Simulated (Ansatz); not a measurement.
# Preparing Ga2O3 (C2/m) as a host crystal

Before any defect goes in: Ga2O3 (C2/m) at rest, and how it screens a charge.

Main program and level: Ansatz 0.2.0; plane-wave PAW DFT, PBEsol; relaxation of the host's cell and atoms; PAW set soft_1, in the first sound run; inputs show where later runs differ.

## (1) Set-up

The structure is monoclinic, space group C2/m (No. 12). Conventional cell: a = 12.280 Å, b = 3.048 Å, c = 5.817 Å, α = 90.00°, β = 103.76°, γ = 90.00°. Nearest to Ga lie 6 O at 1.94 to 2.08 Å. Nearest to Ga lie 4 O at 1.84 to 1.87 Å. Nearest to O lie 3 Ga at 1.84 to 1.94 Å. Nearest to O lie 4 Ga at 1.87 to 2.08 Å. O has 3 Ga at 1.84 to 1.95 Å nearest. Farther neighbours and most contacts between anions are not listed.

## (2) Host cell relaxation

Lattice and positions are set free, within the symmetry that the program keeps.

cell/input.yaml

```yaml
crystal:
  lattice:
    - [6.1402367, -1.5237837, 0.0]
    - [6.1402367, 1.5237837, 0.0]
    - [-1.3841309, 0.0, 5.6503489]
  atoms:
    - { symbol: Ga, position: [0.3411617, 0.3411617, 0.68526966] }
    - { symbol: Ga, position: [0.6588383, 0.6588383, 0.31473034] }
    - { symbol: Ga, position: [0.9095256, 0.9095256, 0.205214] }
    - { symbol: Ga, position: [0.0904744, 0.0904744, 0.794786] }
    - { symbol: O, position: [0.50353087, 0.50353087, 0.74333591] }
    - { symbol: O, position: [0.49646913, 0.49646913, 0.25666409] }
    - { symbol: O, position: [0.82662894, 0.82662894, 0.43676984] }
    - { symbol: O, position: [0.17337106, 0.17337106, 0.56323016] }
    - { symbol: O, position: [0.16450498, 0.16450498, 0.10915408] }
    - { symbol: O, position: [0.83549502, 0.83549502, 0.89084592] }
basis:
  ecutwfc: 420
  xc_grid: 2
hamiltonian:
  xc: pbesol
  pseudopotentials: { kind: paw, azcp: { folder: soft_1 }, xc_functional: pbe }
kpoints:
  mp_grid: { grid: [9, 9, 5] }
scf:
  occupations: { method: fixed }
  max_iter: 100
relax:
  f_tol: 0.005
  max_steps: 60
  cell: {}
output:
  forces: true
  stress: true
checkpoint:
  write: "../cell.run"
  compress: false
  write_wavefunctions: false
  write_every: 100000
```

Command:

```sh
$ ansatz run input.yaml --threads 32 --pin off --max-ram 84787MiB --backend cuda --events-out ev --progress --plain --runs-dir out --max-vram 78GiB
```

Numbers of over 12 decimals in the logs are rounded to 6 here.

The log of the run:

```text
[... repeated set-up lines and file paths are left out, and long positions are rounded to six places ...]
basis.fft_grid_basis auto: the FFT boxes are laid along the combinations [[1, -1, 0], [0, 1, 0], [0, 0, 1]] of the cell's own vectors, 3.048, 6.326 and 5.817 Å long. The dense box has 24×45×40 points. [...]
Engine: ansatz 0.2.0, aarch64-unknown-linux-gnu
Pseudopotentials: kind: paw
Pseudopotential: Ga, paw, valence charge 13, recommended cutoff 420 eV (normal), soft_1/Ga.paw.azcp
Pseudopotential: O, paw, valence charge 6, recommended cutoff 420 eV (normal), soft_1/O.paw.azcp
Functional definition: PBEsol
  exchange = pbesol_x
  correlation = pbesol_c
[...]
Crystal: 10 atoms, lattice volume = 105.734 Å³
Basis set: ecut = 420 eV, 2047 PW (Γ), FFT grids on a1−a2, a2, a3, exchange–correlation on 48×90×80 points (8 copies of the dense FFT grid, shifted against one another)
Bands: 54, of which v1, the nominal top of the filled ones, is band 44 counted from 1 (43 counted from 0)
Symmetry: 4 space group operations
Space group: C2/m (ITA 12), of the structure as read, at distance tolerance 4.7e-5 Å
k-points: 115 of 405
Non-local potential: Ga, projectors of the file, l = 0: 2, l = 1: 2, l = 2: 3, l = 3: 1
Non-local potential: O, projectors of the file, l = 0: 2, l = 1: 2, l = 2: 1
PAW form: soft (Blöchl's): semilocal exchange-correlation on the pseudo side does not see the compensation charge
PAW frozen core: Ga, regenerated for the run's functional, and the local potential with it (the file was generated under x = pbe(κ = 0.804, μ = 0.219515), c = pbe(β = 0.066725))
PAW frozen core: O, regenerated for the run's functional, and the local potential with it (the file was generated under x = pbe(κ = 0.804, μ = 0.219515), c = pbe(β = 0.066725))
PAW one-centre angular grid: Ga, 590 points (default); XC on 64 Gauss nodes
PAW one-centre angular grid: O, 110 points (default); XC on 64 Gauss nodes
Initial density: superposition of atomic densities (chi_scale 0.1, normalization cell, long waves kept (reshape's long-wave potential 0.03 eV rms))
Initial wavefunctions: pseudopotential atomic-orbital guess
[...]
Functional: x = pbesol(κ = 0.804, μ = 0.123457), c = pbesol(β = 0.046)
SCF iter   1: F=—  HF=-18344.095752 eV  |Δ(HF+E_count)|=         —  Δρ=1.16e-1  dr2=6.45e0  Hψ=17754
preconditioner: auto → Resta (q_TF=auto, 2.646 Å⁻¹)  ε∞=4.3  [insulator: Δε(μ)=2.633 eV  Ē_g=18.692 eV  n_scr=34 (ndim 8)  ℏωp=33.9 eV  f_vac=0.000  ε∞_Penn≈4.3]
SCF iter   2: F=—  HF=-18342.458576 eV  |Δ(HF+E_count)|=    1.64e0  Δρ=5.24e-2  dr2=1.36e0  Hψ=11931
SCF iter   3: F=—  HF=-18341.930034 eV  |Δ(HF+E_count)|=   5.29e-1  Δρ=1.52e-2  dr2=1.80e-1  Hψ=9556
automatic band count: iteration 3 solves 52 bands in place of 54: the levels show a gap, and the empty bands left out lie too high to hold charge; the band table lists the bands solved (type scf.n_extra_bands for more)
SCF iter   4: F=—  HF=-18341.852786 eV  |Δ(HF+E_count)|=   7.72e-2  Δρ=4.56e-3  dr2=1.75e-2  Hψ=10298
[...]
SCF iter   7: F=—  HF=-18341.865986 eV  |Δ(HF+E_count)|=   1.01e-4  Δρ=2.03e-4  dr2=3.48e-5  Hψ=10629
automatic band count: iteration 7 solves 51 bands in place of 52: the levels show a gap, and the empty bands left out lie too high to hold charge; the band table lists the bands solved (type scf.n_extra_bands for more)
SCF iter   8: F=—  HF=-18341.866351 eV  |Δ(HF+E_count)|=   3.65e-4  Δρ=9.54e-5  dr2=6.73e-6  Hψ=10612
[...]
SCF iter  10: F=-18341.866350 eV  HF=-18341.866350 eV  |Δ(HF+E_count)|=   1.21e-7  Δρ=5.59e-6  dr2=2.60e-8  Hψ=21224
SCF 1 converged in 10 iterations: F = -18341.866350 eV  dr2 = 2.60e-8
  greatest PAW one-centre occupation: 0.998 electrons in one spin orbital (limit 2), on the Ga atom at site 0 (counted from 0), in its partial waves of l = 2
relax step   1: F+E_penalty+E_count = -18341.86635041 eV  Δ(F+E_penalty+E_count) = +0.000e0 eV  max|allowed force component| = 6.936e-2 eV/Å  Δτ_max = 0.0000 Å  P = -0.157 GPa  Ω = 105.734 Å³  (10 SCF iters, dr2 threshold 1.00e-7 eV, accepted)
[... the SCF cycles and remarks between the steps are left out from here to the last step ...]
relax step   2: F+E_penalty+E_count = -18341.86738102 eV  Δ(F+E_penalty+E_count) = -1.031e-3 eV  max|allowed force component| = 2.571e-2 eV/Å  Δτ_max = 0.0061 Å  P = -0.024 GPa  Ω = 105.628 Å³  energy of the carried Pulay correction = +3.168e-4 eV  (5 SCF iters, dr2 threshold 3.01e-7 eV, accepted)
relax step   3: F+E_penalty+E_count = -18341.86756738 eV  Δ(F+E_penalty+E_count) = -1.864e-4 eV  max|allowed force component| = 1.169e-2 eV/Å  Δτ_max = 0.0023 Å  P = +0.009 GPa  Ω = 105.598 Å³  energy of the carried Pulay correction = +4.072e-4 eV  (5 SCF iters, dr2 threshold 8.08e-8 eV, accepted)
relax step   4: F+E_penalty+E_count = -18341.86759572 eV  Δ(F+E_penalty+E_count) = -2.834e-5 eV  max|allowed force component| = 4.025e-3 eV/Å  Δτ_max = 0.0017 Å  P = +0.001 GPa  Ω = 105.600 Å³  energy of the carried Pulay correction = +4.012e-4 eV  (6 SCF iters, dr2 threshold 1.56e-8 eV, accepted)
[...]
iter 1 solved again at ethr=2.65e-8 eV; its pass at ethr=3.10e-3 eV (dr2=2.33e-5 eV) is discarded
SCF iter   1: F=—  HF=-18341.866758 eV  |Δ(HF+E_count)|=         —  Δρ=1.30e-5  dr2=3.08e-8  Hψ=35722
[...]
SCF iter   2: F=—  HF=-18341.867153 eV  |Δ(HF+E_count)|=   3.95e-4  Δρ=6.71e-6  dr2=1.13e-8  Hψ=10626
SCF iter   3: F=—  HF=-18341.867153 eV  |Δ(HF+E_count)|=   8.87e-9  Δρ=2.65e-6  dr2=1.45e-9  Hψ=10201
SCF iter   4: F=—  HF=-18341.867153 eV  |Δ(HF+E_count)|=   1.25e-9  Δρ=4.05e-7  dr2=1.28e-10  Hψ=10553
SCF iter   5: F=-18341.867153 eV  HF=-18341.867153 eV  |Δ(HF+E_count)|=  3.27e-11  Δρ=1.60e-7  dr2=2.71e-11  Hψ=29546
SCF 5 converged in 5 iterations: F = -18341.867153 eV  dr2 = 2.71e-11
relax step   5: F+E_penalty+E_count = -18341.86715300 eV  Δ(F+E_penalty+E_count) = +4.427e-4 eV  max|allowed force component| = 4.038e-3 eV/Å  Δτ_max = 0.0000 Å  P = -0.006 GPa  Ω = 105.600 Å³  stress off target by 1.53e-2 GPa  SCF on the basis re-selected at this cell (its energy is not comparable with the rows above)  (5 SCF iters)
basis re-selected at this cell: Δ(F+E_penalty+E_count) = +4.427e-4 eV, ΔP = -0.007 GPa vs the last step (what re-selecting the basis moved, of the pressure what is left beyond the Pulay correction that the steps carried, after the strain that the cell walked [...]
SCF converged after 5 iterations
Free energy (F): -18341.867153 eV
Harris-Foulkes:  -18341.867153 eV  (|F-HF|=1.09e-11)
Internal energy: -18341.867153 eV  (E = F + TS)
E sigma→0 (E₀):  -18341.867153 eV
Fermi energy:    7.896301 eV
--- Per-component energies (eV) ---
  E_band       = -117.497854
  E_kinetic    = 1459.548086
  E_local      = -7006.174224  (includes V_loc(G=0)·N_el)
  E_nonlocal   = -27.710326
  E_hartree    = 4086.600159
  E_xc         = -669.816607
  E_vxc        = -762.543904  (∫ρ·V_xc dr)
  E_paw        = -8788.293074  (= ΣΔE_a)
  E_vpaw       = -1953.821545  (= ΣTr[D̂ρ^β])
  E_aug_tail   = 0.003682  (compensation charges beyond the density's cutoff)
  E_ewald      = -7399.688492
  E_core_change = 3.663644  (= ΣΔE_core)
  E_smearing   = -0.000000  (= −TS)
  E_closure    = -0.000000  (closes the sum)
  Σ components = -18341.867153   (vs F -18341.867153, Δ=0.00e0)
--- Forces (eV/Å), atoms counted from 1 ---
  atom   1  Ga    -0.00226740     0.00000000     0.00403790
  atom   2  Ga     0.00226740     0.00000000    -0.00403790
  atom   3  Ga     0.00247832     0.00000000     0.00227103
  atom   4  Ga    -0.00247832     0.00000000    -0.00227103
  atom   5  O     -0.00026092     0.00000000     0.00039603
  atom   6  O      0.00026092     0.00000000    -0.00039603
  [... 4 more lines of this table ...]
  max |Σ_I F_I| component: 8.67e-19 eV/Å
--- Stress (GPa, compression-positive) ---
       -0.003692       0.000000      -0.013438
        0.000000      -0.014087       0.000000
       -0.013438       0.000000       0.000169
  P = ⅓ Tr σ = -0.0059 GPa (-0.059 kbar)
--- Band table (eV; the first three rows and the last of 115) ---
  k-point 0: bands = ["-10.9315", "-9.7516", "-9.7327", "-9.6286", "-9.1420", "-9.1359", "-5.0401", "-5.0069", "-5.0015", "-4.9521", [... rest cut ...]
  k-point 1: bands = ["-10.8599", "-9.8945", "-9.7385", "-9.5627", "-9.2017", "-9.0918", "-5.0289", "-5.0082", "-5.0025", "-4.9503", [... rest cut ...]
--- Relaxed structure (4 steps of the walk, 4 accepted, 1 SCFs on fresh bases) ---
  F+E_penalty+E_count = -18341.86715300 eV   max|allowed force component| = 4.038e-3 eV/Å   (the final SCF, on the basis selected at the relaxed cell)
  cell:  # Å, volume = 105.5998 Å³
    - [6.138979, -1.523649, 0.00393443]
    - [6.138979, 1.523649, 0.00393443]
    - [-1.380227, -3.3618280307896437e-19, 5.643958]
  atoms:
    - { symbol: Ga, position: [0.341276, 0.341276, 0.685440] }
    - { symbol: Ga, position: [0.658724, 0.658724, 0.314560] }
    - { symbol: Ga, position: [0.909492, 0.909492, 0.204603] }
    - { symbol: Ga, position: [0.090508, 0.090508, 0.795397] }
    - { symbol: O, position: [0.503788, 0.503788, 0.744085] }
    - { symbol: O, position: [0.496212, 0.496212, 0.255915] }
  [... 4 more lines of this table ...]
```

The job ended after 3.7 s (1 × NVIDIA GB200 with 32 threads of Arm Neoverse V2, shared host; peak memory 1.1 GiB; 18 s of CPU time).

Step by step:

```tsv
step	energy less that of the first step (eV)	largest force component (eV/Å)	pressure (GPa)	volume (Å³)
1	0.0000	0.0694	-0.16	105.73
2	-0.0010	0.0257	-0.02	105.63
3	-0.0012	0.0117	0.01	105.60
4	-0.0012	0.0040	0.00	105.60
5*	-0.0008	0.0040	-0.01	105.60
```

Relaxation steps marked * repeat the geometry before them on a plane-wave basis chosen anew for their cell, so energy and pressure can jump there.

Forces are held to the 4 operations that the run works with; a distortion that breaks them can't arise in this run.

```tsv
cell as run	before	after	change
a (Å)	6.326	6.325	-0.0 %
b (Å)	6.326	6.325	-0.0 %
c (Å)	5.817	5.810	-0.1 %
α (°)	103.35	103.29	-0.1 %
β (°)	103.35	103.29	-0.1 %
volume (Å³/atom)	10.57	10.56	-0.1 %
```

Numbers from this step:

```
pressure : -0.005870 GPa
```

## (3) Dielectric tensors of the host

The response to a uniform electric field gives the electronic dielectric tensor.

This step: plane-wave PAW DFPT, PBEsol; dielectric tensors, Born charges and zone-centre modes of the host; PAW set soft_1 (Ansatz 0.2.0).

eps/input.yaml

```yaml
crystal:
  lattice:
    - [6.1389790983, -1.5236491004, 0.0039344338]
    - [6.1389790983, 1.5236491004, 0.0039344338]
    - [-1.3802268796, 0.0, 5.6439576092]
  atoms:
    - { symbol: Ga, position: [0.3412764858, 0.3412764858, 0.6854403771] }
    - { symbol: Ga, position: [0.6587235142, 0.6587235142, 0.3145596229] }
    - { symbol: Ga, position: [0.9094922641, 0.9094922641, 0.2046026177] }
    - { symbol: Ga, position: [0.0905077359, 0.0905077359, 0.7953973823] }
    - { symbol: O, position: [0.5037884346, 0.5037884346, 0.7440849188] }
    - { symbol: O, position: [0.4962115654, 0.4962115654, 0.2559150812] }
    - { symbol: O, position: [0.8267873152, 0.8267873152, 0.4372393251] }
    - { symbol: O, position: [0.1732126848, 0.1732126848, 0.5627606749] }
    - { symbol: O, position: [0.1652740744, 0.1652740744, 0.1095265368] }
    - { symbol: O, position: [0.8347259256, 0.8347259256, 0.8904734632] }
basis:
  ecutwfc: 420
hamiltonian:
  xc: pbesol
  pseudopotentials: { kind: paw, azcp: { folder: soft_1 }, xc_functional: pbe }
kpoints:
  mp_grid: { grid: [8, 8, 4] }
scf:
  occupations: { method: fixed }
  max_iter: 100
phonons:
  method: dfpt
  dielectric: true
  rigid_motions: translations
```

The log of the run:

```text
[...]
Crystal: 10 atoms, lattice volume = 105.600 Å³
Basis set: ecut = 420 eV, 2045 PW (Γ), exchange–correlation on 90×90×80 points (8 copies of the dense FFT grid, shifted against one another)
Bands: 54, of which v1, the nominal top of the filled ones, is band 44 counted from 1 (43 counted from 0)
Symmetry: 4 space group operations
k-points: 132 of 256 (irreducible under 1 space group operation, time reversal used)
[...]
SCF iter   1: F=—  HF=-18344.096144 eV  |Δ(HF+E_count)|=         —  Δρ=1.16e-1  dr2=6.45e0  Hψ=20872
[...]
SCF iter   2: F=—  HF=-18342.459636 eV  |Δ(HF+E_count)|=    1.64e0  Δρ=5.24e-2  dr2=1.36e0  Hψ=13819
[...]
SCF iter  13: F=-18341.866998 eV  HF=-18341.866998 eV  |Δ(HF+E_count)|=  2.18e-11  Δρ=1.57e-7  dr2=1.89e-11  Hψ=40550
SCF 1 converged in 13 iterations: F = -18341.866998 eV  dr2 = 1.89e-11
[...]
the response reads at least the filled bands of the reference SCF and the lowest empty band at each k-point, and that SCF's band table does not vouch for those bands. The notice of the band table in this run's record says why
[...]
NSCF: frozen V_eff on 1 k-points
[...]
NSCF: frozen V_eff on 78 k-points, pencils in batches of 32, up to order 216
[...]
DFPT response loops at q = (0, 0, 0) (fractional): preconditioner auto → Resta (q_TF=auto, 2.647 Å⁻¹)  ε∞=5.2 (no band partly filled); β = 1.00, the filter's whole step (`scf.mixing.beta` (0.50) is not read by the response loops at its default; [...]
[...]
DFPT response loops at Γ: preconditioner auto → Resta (q_TF=auto, 2.647 Å⁻¹)  ε∞=5.2 (no band partly filled); β = 1.00, the filter's whole step (`scf.mixing.beta` (0.50) is not read by the response loops at its default; [...]
── the response to a field inside a basis, on 10×10×6 k-points: an SCF that follows is theirs, and a resumed run solves both again ──
[...]
Bands: 45, of which v1, the nominal top of the filled ones, is band 44 counted from 1 (43 counted from 0)
k-points: 165 of 600
[...]
Eigensolver: Dense (165 Hₖ)
SCF iter   1: F=—  HF=-18341.691028 eV  |Δ(HF+E_count)|=         —  Δρ=8.24e-4  dr2=1.70e-4
[...]
SCF 1 converged in 6 iterations: F = -18341.691150 eV  dr2 = 7.46e-9
[...]
SCF converged after 13 iterations
[...]
-1.44588   -0.00000   -0.05883
        -0.00000   -2.10533   -0.00000
        -0.03339   -0.00000   -2.51161
    site 9:
        -1.44588   -0.00000   -0.05883
        -0.00000   -2.10533   -0.00000
        -0.03339   -0.00000   -2.51161
  Z* charge neutrality: 1.995e-2 e pre-enforcement
  solved inside a basis spanned on kpoints, on 10×10×6 k-points, its susceptibility summed on 14×14×8: ε∞ is read to err by 1.7e-2, Z* by 2.1e-2 e (field_mesh: kpoints solves on kpoints); Z* is corrected for what the basis lacks
  optical modes at Γ without the LO–TO term, one row a degenerate level:
      ω (cm⁻¹)  modes    IR ((D/Å)²/amu)
        106.04      1             0.0000
        108.05      1             0.0000
        141.59      1             0.0000
        147.52      1             0.1267
        159.95      1             0.0000
        188.51      1            11.2133
        188.84      1             0.0000
        246.16      1             8.1598
        268.48      1             0.6177
        294.67      1            14.4162
        307.33      1             0.0000
        336.70      1             0.0000
        342.70      1             0.0000
        344.40      1             5.1553
        382.72      1             0.0000
        412.92      1            29.5274
        436.40      1            24.3838
        450.74      1             0.0000
        461.48      1             0.0000
        548.52      1            32.2937
        603.33      1             0.0000
        629.91      1             0.0000
        631.11      1             0.0000
        640.08      1            13.2580
        661.49      1             8.5905
        714.04      1             4.6695
        733.30      1             0.0000
  optical modes at Γ + LO–TO along q̂ = [1.0000, 0.0000, 0.0000]:
      ω (cm⁻¹)  modes    IR ((D/Å)²/amu)
        106.04      1             0.0000
        108.05      1             0.0000
        141.59      1             0.0000
        147.52      1             0.1267
        159.95      1             0.0000
        188.84      1             0.0000
        191.03      1            10.7489
[...]
optical modes at Γ + LO–TO along q̂ = [0.0000, 1.0000, 0.0000]:
      ω (cm⁻¹)  modes    IR ((D/Å)²/amu)
[...]
optical modes at Γ + LO–TO along q̂ = [0.0000, 0.0000, 1.0000]:
      ω (cm⁻¹)  modes    IR ((D/Å)²/amu)
[...]
436.40      1            24.3838
        450.74      1             0.0000
        457.84      1            23.2530
        461.48      1             0.0000
        603.33      1             0.0000
        629.91      1             0.0000
        631.11      1             0.0000
        632.50      1            21.4866
        640.08      1            13.2580
        677.27      1             7.4136
        733.30      1             0.0000
        759.03      1            29.7135
```

Run time: 30 s. Hardware: 1 × NVIDIA GB200 with 32 threads; peak memory 5.4 GiB; 4.8 min of CPU time.

The column dr2 measures how far the density is from self-consistency, as an energy; F and HF (Harris–Foulkes) agree once it is small.

Electronic dielectric tensor:

```
4.10 0.00 0.00
0.00 4.20 0.00
0.00 0.00 4.21
```

Static dielectric tensor:

```
11.09  0.00 -0.77
 0.00 10.92  0.00
-0.77  0.00 13.61
```

The principal values of the electronic dielectric tensor are 4.10, 4.20 and 4.21. The principal values of the static dielectric tensor are 10.87, 10.92 and 13.83.

(Part 1 of 2 ends here.)

[Logs are printed without paths, hosts, clocks, repeated set-up lines and the standing remarks that a program may print on its own settings, such as how far it seeks lower states.]

[Hosts, paths, dates, database ids (printed as entryN), source tags and the programs' standing remarks are cut or masked in the printed files.]

[Runs of the host that timed out are not shown.]

[For some hosts the program warned that the k-mesh of the response run may be too coarse for force constants and the static dielectric constant; such warnings are not always shown.]

[The program warned that the k-mesh of a response run behind this text may be too coarse: force constants, and the static dielectric constant and all else formed from them, are not shown converged.]
